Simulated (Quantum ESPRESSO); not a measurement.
HfC: single point with PBEsol

HfC:

```
Hf C
1.0
     0.00000    2.32500    2.32500
     2.32500    0.00000    2.32500
     2.32500    2.32500    0.00000
Hf C
1 1
Direct
  0.50000 0.50000 0.50000
  0.00000 0.00000 0.00000
```

```
Program             : Quantum ESPRESSO 7.5
Task                : single point
Functional          : PBEsol
Potentials or basis : GBRV 1.5 PBEsol
Cutoff              : 612 eV
Density cutoff      : 4898 eV
k mesh              : 10 × 10 × 10
Occupations         : fermi-dirac, width 0.05 eV
Spin                : no spin polarisation
Mixing beta         : 0.5
Most SCF iterations : 120
SCF threshold       : 4e-10 Ry
```

The pressure is -6.3 GPa and the band gap on the k mesh is none (metal or under the smearing width).

Levels at points of the mesh, in eV from the Fermi level:
```tsv
k point	band 6	band 7	band 8	band 9	band 10	band 11
(0.00, 0.00, 0.00)	0.99	0.99	0.99	1.33	1.33	1.33
(0.00, 0.00, -0.50)	-6.20	-3.01	-3.01	5.29	5.29	5.75
(0.00, -0.50, 0.00)	-6.20	-3.01	-3.01	5.29	5.29	5.75
(0.00, -0.50, -0.50)	-2.62	-1.85	-0.11	-0.11	5.30	6.73
```

Run time: 13 s on 2 MPI ranks on Arm Neoverse V2, with other jobs on the host, peak memory 0.26 GiB a rank.

Spin-orbit coupling is left out, which matters for the levels of Hf.
